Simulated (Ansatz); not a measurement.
Something may be wrong with this Ansatz 0.2.0 calculation of Sn.

File input.yaml:

```yaml
crystal:
  lattice:
    - [-1.726539, 1.775547, 2.338342]
    - [1.726539, -1.775547, 2.338342]
    - [1.726539, 1.775547, -2.338342]
  atoms:
    - { symbol: Sn, position: [0.0, 0.0, 0.0] }
hamiltonian:
  xc: r2scan
  pseudopotentials: { kind: nc }
kpoints:
  mp_grid: { grid: [11, 11, 11] }
  band_path:
    path:
      - [[0.0, 0.0, 0.0], [-0.3862939988, 0.3862939988, 0.3862939988], [-0.2804352521, 0.2804352521, 0.4921527456], [0.0, 0.0, 0.5], [0.25, 0.25, 0.25], [0.0, 0.5, 0.0], [0.3862939988, 0.6137060012, -0.3862939988], [0.5, 0.5, -0.5], [0.0, 0.0, 0.0], [0.3941412533, -0.3941412533, 0.3941412533], [0.5, 0.0, 0.0], [0.25, 0.25, 0.25]]
      - [[0.2804352521, -0.2804352521, 0.5078472544], [0.3941412533, -0.3941412533, 0.3941412533]]
      - [[0.6058587467, 0.3941412533, -0.3941412533], [0.5, 0.5, -0.5]]
    npoints: 14
scf:
  occupations: { method: fermi_dirac, width: 0.05 }
  n_extra_bands: 6
  max_iter: 80
output:
  forces: true
  stress: true
  eigenvalues: true
  fatbands: false
magnetization:
  spin_polarized: true
  spin_orbit: true
```

Potentials or basis: as the typed override names.

Command:

```bash
$ ansatz run input.yaml --threads 2 --pin off --max-ram 5632MiB --backend cpu --events-out ev --progress --plain --runs-dir out
```

Output:

```text
Error: 2 input errors — fix all and re-run
  1. inconsistent input (magnetization.spin_orbit, magnetization.noncollinear): true requires noncollinear: true — spin–orbit coupling acts on 2-spinor wavefunctions; set both flags
  2. inconsistent input (magnetization.spin_orbit, hamiltonian.pseudopotentials.kind): true requires a fully-relativistic hamiltonian.pseudopotentials.kind (nc_fr or paw_fr), or kind: all_electron without datasets and azcp, which then solves Dirac's equation on LAPW. paw_fr resolves this project's PAW files (source: ansatz) by j as it reads them
```

Q: How did it end, and where is the flaw?

A: The input was rejected before any iteration. The input holds a flaw that was put in on purpose: spin-orbit coupling on scalar files (magnetization = spin_polarized True, spin_orbit True; hamiltonian.pseudopotentials = kind nc).

A sound run on the same cell differs in these lines of the main input:
```diff
@@ -10 +10 @@
-  pseudopotentials: { kind: nc }
+  pseudopotentials: { kind: paw }
@@ -22 +21,0 @@
-  max_iter: 80
@@ -27,4 +26 @@
-  fatbands: false
-magnetization:
-  spin_polarized: true
-  spin_orbit: true
+  fatbands: true
```
